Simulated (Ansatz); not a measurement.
**TaS2 (P-3m1): a single-point run**

The task is a single-point run on TaS2 (P-3m1). The structure is shown as the input types it.

Method: DFT PBE, scalar-relativistic, plane waves, PAW, in Ansatz 0.2.0.

2 further runs of the same task are left out: 2 set aside as unsound or not needed. Runs told in other sessions of the task aren't counted.

**1. The structure to begin with**

It takes space group P-3m1 (No. 164, trigonal). The conventional cell has a = 3.337 Å, b = 3.337 Å, c = 5.906 Å, α = 90.00°, β = 90.00°, γ = 120.00°. Around Ta (site symmetry -3m) lie 6 S at 2.47 Å. S (site symmetry 3m) has 3 Ta at 2.47 Å in its first shell of neighbours.

Structure file:

```cif
data_structure
_symmetry_space_group_name_H-M 'P 1'
_symmetry_Int_Tables_number 1
_cell_length_a 3.3368
_cell_length_b 3.3368
_cell_length_c 5.9063
_cell_angle_alpha 90.000
_cell_angle_beta 90.000
_cell_angle_gamma 120.000
_cell_volume 56.95
loop_
_atom_site_label
_atom_site_type_symbol
_atom_site_fract_x
_atom_site_fract_y
_atom_site_fract_z
_atom_site_occupancy
Ta1 Ta 0.00000 0.00000 0.00000 1
S1 S 0.33333 0.66667 0.26179 1
S2 S 0.66667 0.33333 0.73821 1
```

**2. Input and run**

Input file input.yaml:

```yaml
crystal:
  lattice:
    - [3.336843277652, -8.077172464723e-33, 1.397434682478e-34]
    - [-1.668421638826, 2.889791046894, 4.233746809153e-19]
    - [2.444466285246e-34, 8.551588305677e-19, 5.906305133267]
  atoms:
    - { symbol: Ta, position: [-5.432982984228e-34, -1.009593366538e-33, -7.894078954067e-19], spin: 1.0 }
    - { symbol: S, position: [0.3333333333333, 0.6666666666667, 0.2617897482887] }
    - { symbol: S, position: [0.6666666666667, 0.3333333333333, 0.7382102517113] }
basis:
  ecutwf: 420
  ecutrho_ratio: 4
kpoints:
  mp_grid: { grid: [8, 8, 4] }
hamiltonian:
  xc: pbe
scf:
  occupations: { method: gaussian, width: 0.05 }
  max_iter: 50
output:
  forces: true
  stress: true
magnetization:
  spin_polarized: true
```

Command:

```bash
$ ansatz run input.yaml --threads 4 --pin off --max-ram 8192MiB --backend cpu --events-out ev --progress --plain --runs-dir out
```

The log of the run:

```text
Error: YAML parse error: error: line 11 column 3: unknown field `ecutwf`, expected one of ecutwfc, ecutrho_ratio, smooth_cutoff_half_width, xc_grid, low_memory, fft_grid_basis, precision, gaussian, splines
  --> <input>:11:3
   |
 9 |     - { symbol: S, position: [0.6666666666667, 0.3333333333333, 0.7…
10 | basis:
11 |   ecutwf: 420
   |   ^ unknown field `ecutwf`, expected one of ecutwfc, ecutrho_ratio, smooth_cutoff_half_width, xc_grid, low_memory, fft_grid_basis, precision, gaussian, splines
12 |   ecutrho_ratio: 4
13 | kpoints:
   |
```

Wall time 0.02 s (4 threads of Arm Neoverse V2, shared host); peak memory 0.02 GiB.

**3. What went wrong**

The run ended at the input check. It says: «line 11 column 3: unknown field `ecutwf`, expected one of ecutwfc, ecutrho_ratio, smooth_cutoff_half_width, xc_grid, low_memory, ...»

A key is misspelt, and the program accepts no key that it doesn't know.

What to do: spell the key as the program lists it.

**4. What came out**

```
quantity           value
  ending         refused
   cause  a misspelt key
```

The run has to be repeated with the fault mended.
